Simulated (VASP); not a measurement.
## SnTe: electric field gradients with PBEsol

SnTe:

```
CELL_PARAMETERS angstrom
0.00000 3.15085 3.15085
3.15085 0.00000 3.15085
3.15085 3.15085 0.00000
ATOMIC_POSITIONS crystal
Sn 0.00000 0.00000 0.00000
Te 0.50000 0.50000 0.50000
```

```yaml
Program: VASP 6.6.1
Task: electric field gradients
Functional: PBEsol
Potentials_or_basis: VASP PAW PBE potentials, release 64 (Sn_d, Te)
Cutoff: 600 eV
k_mesh: 9 × 9 × 9
Occupations: fermi-dirac, width 0.05 eV
Spin: no spin polarisation
Further_INCAR_settings: ALGO = Normal; EDIFF = 1e-07
```

```
Pressure : -0.3 GPa
```

Levels at points of the mesh, in eV from the Fermi level:
```tsv
k point	band 8	band 9	band 10	band 11	band 12	band 13
(0.00, 0.00, 0.00)	-2.16	-2.16	-2.16	3.31	3.31	3.31
```

Electric field gradients, principal values (V/Å²):
```
atom    Vxx    Vyy     Vzz
1 Sn  0.002  0.002  -0.004
2 Te  0.000  0.000   0.000
```

Run time: 15 s on 1 thread of Intel(R) Xeon(R) 6975P-C (Granite Rapids) (shared host), peak memory 0.22 GiB.

Caveat: this odd mesh misses L, where the gap lies, so gap, dielectric constants and Born charges aren't listed; the PAW data sets were made with another functional, which shifts forces and pressure a little. The run has no spin-orbit coupling, so splittings on Te are missing.
